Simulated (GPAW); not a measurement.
# TiTe (P6_3/mmc) in GPAW: band structure with r2SCAN

Aim: the band structure of TiTe with r2SCAN.

Program: GPAW 26.7.0. These are calculated values, not measurements. Logs are shortened: lines on timing, memory, paths and dates and some standing lists are left out, and cuts for length are marked. The log counts tension as positive stress, the text compression.

**1. Starting point**

Symmetry: P6_3/mmc, No. 194, hexagonal system. Conventional cell: a = 3.842 Å, b = 3.842 Å, c = 6.403 Å, α = 90.00°, β = 90.00°, γ = 120.00°. Te (site symmetry -6m2) has 6 Ti at 2.74 Å as nearest neighbours. Ti (site symmetry -3m) is surrounded by 6 Te at 2.74 Å.

**2. Band structure, r2SCAN**

run.py reads:

```python
from ase import Atoms
from ase.dft.bandgap import bandgap
from ase.io import write
from ase.units import GPa
from gpaw import GPAW, PW

atoms = Atoms(['Te', 'Te', 'Ti', 'Ti'],
              cell=[[3.842, 0.0, 0.0],
                    [-1.921, 3.3272696013, 0.0],
                    [0.0, 0.0, 6.403]],
              scaled_positions=[[0.6666666667, 0.3333333333, 0.75],
                                [0.3333333333, 0.6666666667, 0.25],
                                [0.0, 0.0, 0.5],
                                [0.0, 0.0, 0.0]],
              pbc=True)

calc = GPAW(mode=PW(600),
            xc='MGGA_X_R2SCAN+MGGA_C_R2SCAN',
            kpts={'size': (7, 7, 4), 'gamma': True},
            occupations={'name': 'fermi-dirac', 'width': 0.05},
            nbands=34,
            convergence={'density': 1e-05, 'energy': 1e-05},
            maxiter=150,
            txt='gpaw.txt')
atoms.calc = calc
energy = atoms.get_potential_energy()
forces = atoms.get_forces()
stress = atoms.get_stress()
calc.write('gs.gpw')
write('result.traj', atoms)
print(f'Energy: {energy:.6f} eV')
print('Forces (eV/A):')
print(forces.round(4))
print('Stress (GPa):', (stress / GPa).round(3))
print('Fermi level:', round(calc.get_fermi_level(), 4), 'eV')
print(f'Gap: {bandgap(calc)[0]:.4f} eV, direct: {bandgap(calc, direct=True)[0]:.4f} eV')

path = atoms.cell.bandpath('GMKGALHA,LM,KH', npoints=60, eps=1e-4)
bs_calc = calc.fixed_density(kpts=path, symmetry='off', nbands=52,
                             convergence={'bands': 'CBM+6.0', 'eigenstates': 1e-6}, txt='bands.txt')
bs = bs_calc.band_structure()
bs.write('bs.json')
print(f'Gap on the path: {bandgap(bs_calc)[0]:.4f} eV')
```

Potentials or basis: GPAW PAW data sets (gpaw-data 1.2.1), pw.

The run is started by

```console
$ OMP_NUM_THREADS=1 python run.py
```

gpaw.txt:

```text
__  _  _
 | _ |_)|_||  |
 |__||  | ||/\| - 26.7.0

Input parameters:
  mode=PW(ecut=600.0),
  convergence={'density': 1e-05, 'energy': 1e-05},
  kpts=MonkhorstPack(size=(7, 7, 4), gamma=True),
  maxiter=150,
  nbands=34,
  occupations=Occupations(name='fermi-dirac', width=0.05),
  xc=XC(name='MGGA_X_R2SCAN+MGGA_C_R2SCAN')

Diagonalizing LCAO Hamiltonian
Converting LCAO to pw mode

             Te

       Ti
         Te

       Ti

Atoms  # Å, Bohr magnetons
|   | symbol |         x |        y |        z |    initial magnetic moments |
|---|--------|-----------|----------|----------|-----------------------------|
| 0 |     Te |  1.921000 | 1.109090 | 4.802250 | ( 0.0000,  0.0000,  0.0000) |
| 1 |     Te | -0.000000 | 2.218180 | 1.600750 | ( 0.0000,  0.0000,  0.0000) |
| 2 |     Ti |  0.000000 | 0.000000 | 3.201500 | ( 0.0000,  0.0000,  0.0000) |
| 3 |     Ti |  0.000000 | 0.000000 | 0.000000 | ( 0.0000,  0.0000,  0.0000) |

Unit cell  # Å
| periodic |         x |        y |        z |  lengths |     angles |
|----------|-----------|----------|----------|----------|------------|
|      yes |  3.842000 | 0.000000 | 0.000000 | 3.842000 |  90.000000 |
|      yes | -1.921000 | 3.327270 | 0.000000 | 3.842000 |  90.000000 |
|      yes |  0.000000 | 0.000000 | 6.403000 | 6.403000 | 120.000000 |

Number of symmetries: 12
Symmetry operations  # r_c * U_cc + t_c -> r_c
|    | kind |            matrix            |
|----|------|------------------------------|
|  0 |  σ   |  1, 1, 0,  0,-1, 0,  0, 0, 1 |
|  1 |  S6  |  1, 1, 0, -1, 0, 0,  0, 0,-1 |
|  2 |  E   |  1, 0, 0,  0, 1, 0,  0, 0, 1 |
|  3 |  C2  |  1, 0, 0, -1,-1, 0,  0, 0,-1 |
|  4 |  C2  |  0, 1, 0,  1, 0, 0,  0, 0,-1 |
|  5 |  C3  |  0, 1, 0, -1,-1, 0,  0, 0, 1 |
|  6 |  S6  |  0,-1, 0,  1, 1, 0,  0, 0,-1 |
|  7 |  σ   |  0,-1, 0, -1, 0, 0,  0, 0, 1 |
|  8 |  σ   | -1, 0, 0,  1, 1, 0,  0, 0, 1 |
|  9 |  i   | -1, 0, 0,  0,-1, 0,  0, 0,-1 |
| 10 |  C3  | -1,-1, 0,  1, 0, 0,  0, 0, 1 |
| 11 |  C2  | -1,-1, 0,  0, 1, 0,  0, 0,-1 |

BZ-sampling:
  Number of BZ points: 196
  Number of IBZ points: 28

  Monkhorst-Pack size: [7, 7, 4]
  Monkhorst-Pack shift: [0.0, 0.0, 0.125]

K-points  # in reciprocal-cell coordinates
|     |                                coordinates |     weight |
|-----|--------------------------------------------|------------|
|   0 | (  0.00000000,   0.00000000,   0.00000000) | 0.00510204 |
|   1 | (  0.00000000,   0.00000000,   0.25000000) | 0.01020408 |
|   2 | (  0.00000000,   0.00000000,   0.50000000) | 0.00510204 |
|   3 | (  0.14285714,   0.00000000,  -0.25000000) | 0.03061224 |
|   4 | (  0.14285714,   0.00000000,   0.00000000) | 0.03061224 |
|   5 | (  0.14285714,   0.00000000,   0.25000000) | 0.03061224 |
|   6 | (  0.14285714,   0.00000000,   0.50000000) | 0.03061224 |
|   7 | (  0.28571429,  -0.14285714,   0.00000000) | 0.03061224 |
|   8 | (  0.28571429,  -0.14285714,   0.25000000) | 0.06122449 |
|   9 | (  0.28571429,  -0.14285714,   0.50000000) | 0.03061224 |
| ... |                                            |            |
|  27 | (  0.42857143,   0.42857143,   0.50000000) | 0.03061224 |

Plane wave coefficients: 2752
Cutoff: 600.0 eV

Spin-components: 1 (collinear spins)
Bands:           34
Projectors:      22
Spin-degeneracy: 2
Datatype:        complex128

Parallelization:
  kpt:    1
  domain: 1
  band:   1

Density:
  Valence electrons: 36.0
  Components: 1
  Grid points: [24 24 40]
  Charge: 0.0  # |e|

Potential:
  Grid points: [24 24 40]

species:
  Te:
    name:    Tellurium
    Z:       52.0
    valence: 6
    core:    46
    charge:  0.0  # [|e|]
    compensation charges:
      type: gauss
      rc: 0.36  # [Å]
      lmax: 2
    cutoffs:
      filter: 2.09  # [Å]
      core: 3.17  # [Å]
    projectors
    | kind |    occ | energy [eV] | rcut [Å] |
    |------|--------|-------------|----------|
    |   5s |  2.000 |     -15.089 |    1.180 |
    |   5p |  4.000 |      -5.955 |    1.196 |
    |    s |        |      12.123 |    1.180 |
    |    p |        |      21.256 |    1.196 |
    |    d |        |       0.000 |    1.238 |

    Using partial waves for Te as LCAO basis

  Ti:
    name:    Titanium
    Z:       22.0
    valence: 12
    core:    10
    charge:  0.0  # [|e|]
    compensation charges:
      type: gauss
      rc: 0.38  # [Å]
      lmax: 2
    cutoffs:
      filter: 2.23  # [Å]
      core: 1.02  # [Å]
    projectors
    | kind |    occ | energy [eV] | rcut [Å] |
    |------|--------|-------------|----------|
    |   3s |  2.000 |     -62.623 |    1.270 |
    |   4s |  2.000 |      -4.466 |    1.270 |
    |   3p |  6.000 |     -38.862 |    1.058 |
    |   4p |  0.000 |      -1.466 |    1.058 |
    |   3d |  2.000 |      -4.258 |    1.058 |
    |    d |        |      22.953 |    1.058 |

    Using partial waves for Ti as LCAO basis

Reference energy: -416029.395431  # eV

eigensolver:
  PPCG
  Converge bands: occupied
  niter=2

density mixing:
  MSR1-Mixer
  Pratt-step length: 0.05
  Maximum mixing coefficient: 0.75
  Old densities: 10
  SVD Regularization: 0.005
  Good broyden scale: 1.0
  Trust region scale: 1.0
  Backstep threshold: 4.0
  History deletion threshold: 6.0
  Fourier metric: weight=20.0, sigma=0.015

occupation numbers:
  Fermi-Dirac:
    width: 0.0500  # eV

poisson solver:
  ecut: 4800.0  # eV

xc functional:
  name: MGGA_X_R2SCAN+MGGA_C_R2SCAN with 2 nearest neighbor stencil

convergence criteria:
[... 6 lines left out ...]
|iter     | |      energy | eigst |  dens |
|---------|-|-------------|-------|-------|
|iter:   1| |  -71.122950 | +0.41 |       |
|iter:   2| |  -61.900241 | -1.40 | -1.38 |
|iter:   3| |  -61.969159 | -2.16 | -1.41 |
|iter:   4| |  -62.027179 | -2.42 | -1.52 |
|iter:   5| |  -61.980538 | -2.51 | -1.69 |
|iter:   6| |  -61.982702 | -4.21 | -2.13 |
|iter:   7| |  -61.980393 | -4.53 | -2.17 |
|iter:   8| |  -61.980205 | -4.22 | -2.29 |
|iter:   9| |  -61.979586 | -4.73 | -2.39 |
|iter:  10| |  -61.978137 | -3.92 | -2.39 |
|iter:  11| |  -61.978516 | -4.99 | -2.78 |
|iter:  12| |  -61.978499 | -5.33 | -3.13 |
|iter:  13| |  -61.978502c| -6.63 | -3.95 |
|iter:  14| |  -61.978501c| -7.93c| -4.53 |
|iter:  15| |  -61.978501c| -8.22c| -5.09c|

Converged in 15 steps
Energy contributions relative to reference atoms: (reference = -416029.395431)

Energy contributions:
  Kinetic:          39.451399
  Coulomb:         -31.895445
  Zero:             -0.656126
  External:          0.000000
  Xc:              -68.862388
  Entropy:          -0.031881
  Spinorbit:         0.000000
  ----------------------------
  Free energy:     -61.994442
  Extrapolated:    -61.978501

dipole moment: (-12.156267, -21.055273, -20.259484)  # |e|*Ang

Fermi level: 10.211
Eigenvalues  # (at kpt = [0.000, 0.000, 0.000])
| band index |      eig [eV] | occ [0-2] |
|------------|---------------|-----------|
|          0 |       -49.611 |     2.000 |
|        ... |               |           |
|         13 |         8.430 |     2.000 |
|         14 |         8.856 |     2.000 |
|         15 |         9.077 |     2.000 |
|         16 |         9.077 |     2.000 |
|         17 |         9.592 |     2.000 |
|         18 |         9.592 |     2.000 |
[... 8 lines left out ...]
|         27 |        15.369 |     0.000 |
|         28 |        16.187 |     0.000 |
|        ... |               |           |
|         33 |        20.220 |     0.000 |

No gap
No difference between direct/indirect transitions

Forces  # eV/Ang
|        x |        y |        z |
|----------|----------|----------|
|  0.00000 |  0.00000 |  0.00014 |  # Te   0
| -0.00000 |  0.00000 | -0.00014 |  # Te   1
|  0.00000 | -0.00000 |  0.00000 |  # Ti   2
|  0.00000 |  0.00000 |  0.00000 |  # Ti   3

Stress tensor  # eV/Ang^3
|         x |         y |         z |
|-----------|-----------|-----------|
| -0.033820 |  0.000000 |  0.000000 |
|  0.000000 | -0.033820 |  0.000000 |
|  0.000000 |  0.000000 | -0.066593 |

# Writing to gs.gpw (mode='')
```

bands.txt:

```text
Diagonalizing LCAO Hamiltonian
Converting LCAO to pw mode
convergence criteria:
- Maximum integral of absolute [eigenst]ate change: 1e-06 eV^2 / valence electron
maximum number of iterations: 150

SCF iterations
|iter     | |      energy | eigst |  dens |
|---------|-|-------------|-------|-------|
[... 66 lines left out ...]
         [0.5       , 0.        , 0.375     ],
         [0.5       , 0.        , 0.25      ],
         [0.5       , 0.        , 0.125     ],
         [0.5       , 0.        , 0.        ],
         [0.33333333, 0.33333333, 0.        ],
         [0.33333333, 0.33333333, 0.125     ],
         [0.33333333, 0.33333333, 0.25      ],
         [0.33333333, 0.33333333, 0.375     ],
         [0.33333333, 0.33333333, 0.5       ]])),
  maxiter=150,
  nbands=52,
  occupations=Occupations(name='fermi-dirac', width=0.05),
  symmetry=Symmetry(point_group=False, time_reversal=False),
  xc=XC(name='MGGA_X_R2SCAN+MGGA_C_R2SCAN')
```

Run time: 14 min. Hardware: 1 thread of AMD EPYC, shared host; peak memory 0.55 GiB.

Results:

```
Free energy             : -61.9944 eV
Pressure                : 7.2 GPa
Band gap along the path : none (metal or under the smearing width)
```

Levels at the corners of the path, in eV from the Fermi level:
```tsv
point	band 16	band 17	band 18	band 19	band 20	band 21
Γ	-1.13	-1.13	-0.62	-0.62	-0.45	-0.45
M	-3.40	-2.01	-0.07	0.59	0.73	0.89
K	-4.43	-0.15	0.44	0.44	0.46	0.46
Γ	-1.13	-1.13	-0.62	-0.62	-0.45	-0.45
A	-3.18	-0.07	-0.07	-0.07	-0.07	0.29
L	-3.81	-0.98	-0.98	0.88	0.88	1.15
H	-4.12	-0.30	-0.30	0.48	0.48	1.30
A	-3.18	-0.07	-0.07	-0.07	-0.07	0.29
L	-3.81	-0.98	-0.98	0.88	0.88	1.15
M	-3.40	-2.01	-0.07	0.59	0.73	0.89
K	-4.43	-0.15	0.44	0.44	0.46	0.46
H	-4.12	-0.30	-0.30	0.48	0.48	1.30
```

Caveat: the PAW data sets were made with another functional, which shifts forces and pressure a little; spin-orbit coupling is left out, which moves the levels of the heavy elements.
